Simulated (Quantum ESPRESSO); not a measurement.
TaN:

```
CELL_PARAMETERS angstrom
5.19600 0.00000 0.00000
-2.59800 4.49987 0.00000
0.00000 0.00000 2.91100
ATOMIC_POSITIONS crystal
Ta 0.00000 0.00000 0.00000
Ta 0.66667 0.33333 0.50000
Ta 0.33333 0.66667 0.50000
N 0.00000 0.39285 0.00000
N 0.60715 0.60715 0.00000
N 0.39285 0.00000 0.00000
```

* Program: Quantum ESPRESSO 7.5
* Task: single point
* Functional: PBE
* Potentials or basis: SSSP 1.3 efficiency PBE
* Cutoff: 816 eV
* Density cutoff: 6531 eV
* k mesh: 6 × 6 × 9
* Occupations: fermi-dirac, width 0.05 eV
* Spin: no spin polarisation

On this cell: pressure 4.7 GPa; largest force 0.054 eV/Å; band gap on the k mesh none (metal or under the smearing width).

The same run follows on a disturbed copy (atoms moved at random, drawn with an rms of 0.05 Å):

```
Ta N
1.0
     5.19600    0.00000    0.00000
    -2.59800    4.49987    0.00000
     0.00000    0.00000    2.91100
Ta N
3 3
Direct
  0.00454 0.99321 0.00085
  0.65754 0.33311 0.49504
  0.34668 0.67461 0.49303
  0.00591 0.39343 0.01730
  0.61078 0.61349 0.97602
  0.40349 0.00280 0.00168
```

Question: What does the disturbed cell give?

Answer: The energy (extrapolated to zero smearing) moves by +34.1 meV/atom; pressure 5.8 GPa; largest force 2.080 eV/Å; band gap on the k mesh none (metal or under the smearing width).

Forces on the atoms (eV/Å):
```
Ta  -0.261  1.179 -0.099
Ta   2.011  0.519  0.116
Ta  -1.302 -0.771  0.202
N   -0.203 -0.191 -0.855
N    0.196 -0.597  1.015
N   -0.441 -0.139 -0.379
```

Stress tensor (GPa, compression positive):
```
5.44 0.07 0.70
0.07 6.64 0.82
0.70 0.82 5.30
```
